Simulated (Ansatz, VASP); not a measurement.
Si in VASP and in Ansatz

```
CELL_PARAMETERS angstrom
0.00000 5.93770 5.93770
5.93770 0.00000 5.93770
5.93770 5.93770 0.00000
ATOMIC_POSITIONS crystal
Si 0.28904 0.57032 0.57032
Si 0.67968 0.67968 0.67968
Si 0.67968 0.67968 0.96096
Si 0.67968 0.96096 0.67968
Si 0.57032 0.28904 0.57032
Si 0.57032 0.57032 0.57032
Si 0.57032 0.57032 0.28904
Si 0.96096 0.67968 0.67968
```

Alike in both runs: functional PBE; k mesh 6 × 6 × 6; occupations gaussian, width 0.1 eV; no spin polarisation.

Ansatz relaxed the structure, and its values are those at the end. VASP's run is a single point on that final structure, the one shown.

|  | VASP | Ansatz |
| --- | --- | --- |
| version | VASP 6.6.1 | Ansatz 0.2.0 |
| potentials or method | VASP PAW PBE potentials, release 64 (Si) | scalar-relativistic, plane waves, PAW |
| plane-wave cutoff (eV) | 520 | 420 |
| valence electrons in the cell | 32 | 32 |

|  | VASP | Ansatz | Ansatz less VASP |
| --- | --- | --- | --- |
| gap on the k mesh at the Fermi level (eV) | none | none | - |
| pressure (GPa) | 0.0 | 0.0 | +0.04 |

A gap of «none» marks a metal or a gap that the smearing closes.
